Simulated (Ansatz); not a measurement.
Input and command of a calculation in Ansatz (plane waves; scalar-relativistic PAW potentials unless the input names others):

```yaml
crystal:
  lattice:
    - [-1.71182556, 1.71182556, 1.71182556]
    - [1.71182556, -1.71182556, 1.71182556]
    - [1.71182556, 1.71182556, -1.71182556]
  atoms:
    - { symbol: Ti, position: [0.0, 0.0, 0.0] }
basis:
  ecutwfc: 420
kpoints:
  mp_grid: { grid: [27, 27, 27] }
hamiltonian:
  xc: pbesol
scf:
  occupations: { method: gaussian, width: 0.1 }
output:
  forces: true
  eigenvalues: true
  stress: true
```

```bash
ansatz run input.yaml --threads 1 --pin off --max-ram 1331MiB --backend cpu --events-out ev --progress --plain --runs-dir out
```

Abridged log:
```
Basis set: ecut = 420 eV, 381 PW (Γ), exchange–correlation on 40×40×40 points (8 copies of the dense FFT grid, shifted against one another)
Bands: 10, of which v1, the nominal top of the filled ones, is band 6 counted from 1 (5 counted from 0)
Symmetry: 48 space group operations
k-points: 560 of 19683
SCF iter   1: F=—  HF=-2473.599312 eV  |F-HF|=—  |Δ(HF+E_count)|=         —  Δρ=4.44e-3  dr2=2.47e-3  ethr=1.77e-3  ⟨swp⟩=4.5  Hψ=30240  notcnv=0
SCF iter   2: F=—  HF=-2473.598413 eV  |F-HF|=—  |Δ(HF+E_count)|=   8.99e-4  Δρ=1.56e-3  dr2=5.48e-4  ethr=2.06e-5  ⟨swp⟩=3.0  Hψ=15221  notcnv=0  defer=47
SCF iter   3: F=—  HF=-2473.598301 eV  |F-HF|=—  |Δ(HF+E_count)|=   1.12e-4  Δρ=7.92e-4  dr2=6.15e-5  ethr=4.57e-6  ⟨swp⟩=2.2  Hψ=7395  notcnv=0  defer=47
SCF iter   4: F=—  HF=-2473.598300 eV  |F-HF|=—  |Δ(HF+E_count)|=   2.19e-7  Δρ=1.19e-4  dr2=1.52e-6  ethr=5.13e-7  ⟨swp⟩=2.0  Hψ=8509  notcnv=0  defer=47
SCF iter   5: F=-2473.598301 eV  HF=-2473.598301 eV  |F-HF|=5.27e-9  |Δ(HF+E_count)|=   2.51e-7  Δρ=9.80e-6  dr2=1.22e-8  ethr=1.27e-8  ⟨swp⟩=1.0  Hψ=5553  notcnv=0  defer=47
SCF iter   6: F=-2473.598301 eV  HF=-2473.598301 eV  |F-HF|=4.14e-10  |Δ(HF+E_count)|=  4.11e-10  Δρ=1.64e-6  dr2=5.19e-10  ethr=1.02e-10  ⟨swp⟩=1.8  Hψ=17551  notcnv=0
SCF 1 converged in 6 iterations: F = -2473.598301 eV  dr2 = 5.19e-10
SCF converged after 6 iterations
Free energy (F): -2473.598301 eV
Harris-Foulkes:  -2473.598301 eV  (|F-HF|=4.14e-10)
Internal energy: -2473.584248 eV  (E = F + TS)
E sigma→0 (E₀):  -2473.591274 eV
Entropy (-TS):   -0.014053 eV (-14.053 meV/atom)
Fermi energy:    10.902707 eV
--- Forces (eV/Å), atoms counted from 1 ---
  atom   1  Ti     0.00000000     0.00000000     0.00000000
--- Stress (GPa, compression-positive) ---
      -15.664275       0.000000       0.000000
        0.000000     -15.664275       0.000000
        0.000000       0.000000     -15.664275
  P = ⅓ Tr σ = -15.6643 GPa (-156.643 kbar)
```

Apart from outputs and empty bands, the input differs from a reference run on usual settings in kpoints.mp_grid.grid: [18, 18, 18] → [27, 27, 27]. The reference, at the same geometry (not necessarily relaxed), gave pressure -15.67 GPa, largest force 0.000 eV/Å, no gap on the mesh. This run converged in 6 SCF iterations (reference: 6) with an energy at zero smearing 0.48 meV/atom above the reference's, pressure -15.66 GPa, largest force 0.000 eV/Å, no gap on the mesh.